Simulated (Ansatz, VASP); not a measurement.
Al in VASP and in Ansatz

INCAR

```
PREC = Accurate ; ENCUT = 520
EDIFF = 1E-7 ; ISMEAR = 0
SIGMA = 0.15 ; LREAL = F
LASPH = T ; NELM = 100
ALGO = Normal ; ISIF = 2
LWAVE = F ; LCHARG = F
GGA = PS ; NBANDS = 8
```

Contents of KPOINTS:

```
regular mesh
0
Gamma
  20 20 20
```

POSCAR

```
Al
1.0
   -1.5673504096      1.5673504096      1.5912186900
    1.5673504096     -1.5673504096      1.5912186900
    1.5673504096      1.5673504096     -1.5912186900
Al
1
Direct
    0.0000000000      0.0000000000      0.0000000000
```

Input for Ansatz:

```yaml
crystal:
  lattice:
    - [-1.5673504096, 1.5673504096, 1.59121869]
    - [1.5673504096, -1.5673504096, 1.59121869]
    - [1.5673504096, 1.5673504096, -1.59121869]
  atoms:
    - { symbol: Al, position: [0.0, 0.0, 0.0] }
basis:
  ecutwfc: 420
kpoints:
  mp_grid: { grid: [20, 20, 20] }
hamiltonian:
  xc: pbesol
scf:
  occupations: { method: gaussian, width: 0.15 }
output:
  forces: true
  stress: true
  eigenvalues: true
  write_density: true
  write_potential: true
  elf: true
  volumetric_format: npy
```

Change from the starting cell: strain -0.0150 x Voigt [1, 1, 0, 0, 0, 0], atoms carried along.

Alike in both runs: task single point; functional PBEsol; k mesh 20 × 20 × 20; occupations gaussian, width 0.15 eV; no spin polarisation.

|  | VASP | Ansatz |
| --- | --- | --- |
| version | VASP 6.6.1 | Ansatz 0.2.0 |
| potentials or method | VASP PAW PBE potentials, release 64 (Al) | scalar-relativistic, plane waves, PAW |
| plane-wave cutoff (eV) | 520 | 420 |
| valence electrons in the cell | 3 | 3 |

|  | VASP | Ansatz | Ansatz less VASP |
| --- | --- | --- | --- |
| gap on the k mesh at the Fermi level (eV) | none | none | - |
| pressure (GPa) | 4.9 | 4.8 | -0.08 |
| largest component of the traceless stress (GPa) | 0.61 | 0.61 | -0.003 |

A gap of «none» marks a metal or a gap that the smearing closes. With one functional, cell and mesh, what is left measures potentials, basis and numerics.

Caveats: the PAW data sets were made with another functional, which shifts forces and pressure a little (VASP).
